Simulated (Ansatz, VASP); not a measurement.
HfB2 in VASP and in Ansatz

File INCAR:

```
SYSTEM = HfB2
ALGO     = Normal         ! electronic algorithm
EDIFF    = 1E-6           ! SCF threshold, eV
ENCUT    = 520            ! plane-wave cutoff, eV
GGA      = PE             ! functional
ISIF     = 2              ! what is computed and relaxed
ISMEAR   = 0              ! smearing method
LASPH    = .TRUE.         ! aspherical terms in the spheres
LCHARG   = .FALSE.        ! write CHGCAR
LREAL    = .FALSE.        ! projectors in reciprocal space
LWAVE    = .FALSE.        ! write WAVECAR
NBANDS   = 15             ! bands
NELM     = 60             ! most SCF steps
PREC     = Accurate       ! precision mode
SIGMA    = 0.1            ! smearing width, eV
```

File KPOINTS:

```
k-points
0
G
  6 6 4
  0 0 0
```

File POSCAR:

```
HfB2
1.0
    3.1326790839      0.0000000000      0.0000000000
   -1.5663395419      2.7129796685      0.0000000000
    0.0000000000      0.0000000000      3.4792139900
Hf B
1 2
Direct
    0.0000000000      0.0000000000      0.0000000000
    0.3333333300      0.6666666700      0.5000000000
    0.6666666700      0.3333333300      0.5000000000
```

Input for Ansatz:

```yaml
crystal:
  lattice:
    - [3.1326790839, 0.0, 0.0]
    - [-1.5663395419, 2.7129796685, 0.0]
    - [0.0, 0.0, 3.47921399]
  atoms:
    - { symbol: Hf, position: [0.0, 0.0, 0.0] }
    - { symbol: B, position: [0.33333333, 0.66666667, 0.5] }
    - { symbol: B, position: [0.66666667, 0.33333333, 0.5] }
basis:
  ecutwfc: 420
kpoints:
  mp_grid: { grid: [6, 6, 4] }
hamiltonian:
  xc: pbe
scf:
  occupations: { method: gaussian, width: 0.1 }
output:
  forces: true
  stress: true
  eigenvalues: true
```

The cell comes from a database or a generator and needn't be the stable form of this composition.

Alike in both runs: task single point; functional PBE; k mesh 6 × 6 × 4; occupations gaussian, width 0.1 eV; no spin polarisation.

|  | VASP | Ansatz |
| --- | --- | --- |
| version | VASP 6.6.1 | Ansatz 0.2.0 |
| potentials or method | VASP PAW PBE potentials, release 64 (Hf_pv, B) | scalar-relativistic, plane waves, PAW |
| plane-wave cutoff (eV) | 520 | 420 |
| valence electrons in the cell | 16 | 32 |

```csv
,VASP,Ansatz,Ansatz less VASP
gap on the k mesh at the Fermi level (eV),none,none,-
pressure (GPa),2.5,2.9,+0.37
largest component of the traceless stress (GPa),2.36,2.53,+0.168
```

A gap of «none» marks a metal or a gap that the smearing closes. The two sets of potentials don't hold the same shells in valence.

Caveats: the k mesh is coarse (spacing up to 0.45 Å⁻¹), so the values aren't converged. Spin-orbit coupling is left out, which matters for the levels of Hf.
